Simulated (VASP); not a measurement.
The system is BAs.

```
B As
1.0
     2.92516    0.00000    0.00000
     0.00000    2.92516    0.00000
     0.00000    0.00000    2.92516
B As
1 1
Cartesian
  0.0000 0.0000 0.0000
  1.4626 1.4626 1.4626
```

The cell was built by a generator and needn't be a form met in nature.

Base run:

```yaml
Program: VASP 6.6.1
Functional: r2SCAN
Potentials_or_basis: VASP PAW PBE potentials, release 64 (B, As)
Cutoff: 520 eV
k_mesh: 6 × 6 × 6
Occupations: fermi-dirac, width 0.02 eV
Spin: no spin polarisation
```

Its results: band gap on the k mesh none (metal or under the smearing width); pressure 2.0 GPa.

Q: The run is repeated on the same cell with these changes: functional from r2SCAN to HSE06; k mesh from 6 × 6 × 6 to 4 × 4 × 4. What comes out?

A: Band gap on the k mesh none (metal or under the smearing width); pressure -6.0 GPa.

Several settings changed at once, so the effect can't be laid on one alone.

Caveats: some runs use coarse meshes; the PAW data sets were made with another functional, which shifts forces and pressure a little.
